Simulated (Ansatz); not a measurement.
## AlN: ε∞ with and without local fields

Plane-wave DFT in Ansatz with scalar-relativistic PAW potentials. The crystal relaxes under PBE to P6_3mc with a = 3.130 Å, c = 5.018 Å, 10.65 Å³/atom. No spin polarisation.

A sum over independent transitions (PBE, gap on the mesh 4.03 eV) gives a mean ε∞ of 4.69.

Problem. What does self-consistent linear response to a field give, and why do the two differ?

Solution. 4.55, which is 2.9 % lower. The response calculation lets the induced density act back: the Hartree local fields oppose the polarisation and lower ε∞, more so where the density is uneven, while the exchange-correlation kernel raises it again by part of that. The net effect here is a decrease, as usual.

The small shift from 4.69 to 4.55 shows that independent interband transitions already account for most of the electronic screening in AlN. The polar Al–N bond concentrates valence charge around nitrogen, and the upper valence band is mainly N 2p. This uneven density gives local fields something to act on, but the tightly held electrons and wide gap keep the overall polarisability modest.

The gap of 4.03 eV is well below the measured gap of wurtzite AlN, as expected for a semilocal functional, whose Kohn–Sham gap lacks the derivative discontinuity. Transition energies that are too small tend to inflate the dielectric response, and including local fields does not remove that error. The lower value is therefore the more complete response at the PBE level, but not necessarily a converged prediction of experiment, and any close agreement would probably involve some cancellation of errors. The averaged constants also leave open how the response differs along and perpendicular to the polar axis.
